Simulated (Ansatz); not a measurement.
The system is Mg.

```
CELL_PARAMETERS angstrom
3.20930 0.00000 0.00000
-1.60465 2.77934 0.00000
0.00000 0.00000 5.21030
ATOMIC_POSITIONS crystal
Mg 0.66667 0.33333 0.75000
Mg 0.33333 0.66667 0.25000
```

```yaml
Program: Ansatz 0.2.0
Task: relaxation of cell and atoms
Functional: RPBE
Dispersion: D4
Potentials_or_basis: Ansatz PAW
Cutoff: "420 eV (not typed: the program's choice for these potentials)"
k_mesh: 10 × 10 × 5
Occupations: fermi-dirac, width 0.05 eV
Spin: no spin polarisation
```

At the start: volume 23.24 Å³/atom.

Problem. How do energy, volume and symmetry change on relaxing?

Solution. It ends after 16 steps and the volume is 23.25 Å³/atom (+0.1 %); space group P6_3/mmc (No. 194, to 0.05 Å).

The path:
| step | energy change (eV) | largest force (eV/Å) | volume (Å³) |
| --- | --- | --- | --- |
| 1 | 0.0000 | 0.0000 | 46.47 |
| 2 | -0.0008 | 0.0000 | 46.66 |
| 3 | -0.0011 | 0.0000 | 46.64 |
| 4 | -0.0015 | 0.0000 | 46.63 |
| 5 | -0.0019 | 0.0000 | 46.61 |
| 6 | -0.0022 | 0.0000 | 46.60 |
| 7 | -0.0030 | 0.0000 | 46.60 |
| 8 | -0.0042 | 0.0000 | 46.59 |
| 9 | -0.0048 | 0.0000 | 46.42 |
| 10 | -0.0061 | 0.0000 | 46.53 |
| 11 | -0.0062 | 0.0000 | 46.52 |
| 12 | -0.0062 | 0.0000 | 46.52 |
| 13 | -0.0062 | 0.0000 | 46.50 |
| 14 | -0.0062 | 0.0000 | 46.50 |
| 15 | -0.0062 | 0.0000 | 46.50 |
| 16 | -0.0062 | 0.0000 | 46.50 |

Final structure:
```xyz
2
Lattice="3.1785 0.0000 0.0000 -1.5892 2.7526 0.0000 0.0000 0.0000 5.3149" Properties=species:S:1:pos:R:3 pbc="T T T"
Mg    1.5892    0.9175    3.9862
Mg    0.0000    1.8351    1.3287
```

Caveat: the plane-wave basis is chosen anew once the cell has moved, so the energies of steps on either side of that aren't comparable; pairwise dispersion overbinds metals, which lowers pressure and volume; the PAW data sets come from PBE, with cores solved anew for the run's functional, which leaves a small shift of forces and pressure.
